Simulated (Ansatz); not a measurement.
**Be under strains and displacements**

Computed with Ansatz 0.2.0, DFT PBE, scalar-relativistic, plane waves, PAW.

Plane waves to 420 eV, a k mesh through Γ of 10×10×16 on the computed 4-atom cell and Gaussian smearing (0.10 eV); no spin polarisation.

Reference cell:

```yaml
crystal:
  lattice:
    - [3.74681, 0.00000, 0.00000]
    - [0.00000, 3.74681, 0.00000]
    - [0.00000, 0.00000, 2.28128]
  atoms:
    - { symbol: Be, position: [0.29741, 0.29741, 0.00000] }
    - { symbol: Be, position: [0.70259, 0.70259, 0.00000] }
    - { symbol: Be, position: [0.20259, 0.79741, 0.50000] }
    - { symbol: Be, position: [0.79741, 0.20259, 0.50000] }
```

Each variant moves atoms of this cell by the vectors given, if any (Å), and then applies a symmetric strain (tensor components, Cartesian axes). The reference cell isn't relaxed at this level. Energies are per atom at zero smearing, counted from the lowest variant. Pressure is positive in compression.

1. strain (xx yy zz yz xz xy, %) 4.85 4.52 5.46 -1.00 -0.07 -0.06; moves: Be1 (-0.006, -0.153, -0.108); Be2 (0.041, -0.096, 0.026); Be3 (0.033, 0.140, 0.003); Be4 (-0.068, 0.110, 0.078)
2. no strain; moves: Be4 (0.221, 0.041, -0.017)
3. strain (xx yy zz yz xz xy, %) 2.46 1.14 2.07 -1.00 -0.54 0.61; moves: Be1 (-0.053, -0.032, -0.006); Be2 (0.129, 0.058, -0.165); Be3 (-0.022, -0.101, 0.136); Be4 (-0.053, 0.075, 0.035)
4. strain (xx yy zz yz xz xy, %) 7.51 7.51 -1.49 0.00 0.00 0.00; moves: Be1 (0.228, -0.103, 0.000); Be2 (-0.228, 0.103, 0.000); Be3 (0.103, 0.228, 0.000); Be4 (-0.103, -0.228, 0.000)
5. strain (xx yy zz yz xz xy, %) 1.71 -5.33 -1.42 -4.00 0.00 0.00; moves: Be1 (0.125, 0.211, -0.035); Be2 (0.133, -0.211, 0.035); Be3 (-0.125, 0.211, -0.035); Be4 (-0.133, -0.211, 0.035)

| result | ΔE (meV/atom) | P (GPa) | largest force (eV/Å) |
| --- | --- | --- | --- |
| A | 68.1 | -3.76 | 2.15 |
| B | 227.6 | 16.33 | 2.46 |
| C | 223.6 | -0.30 | 1.67 |
| D | 0.0 | 2.09 | 1.80 |
| E | 120.8 | -9.81 | 1.92 |

(1) Which variant gave which result?

Answers

(1) A is 3, B is 5, C is 4, D is 2, E is 1.

This form isn't the element's structure at ambient conditions.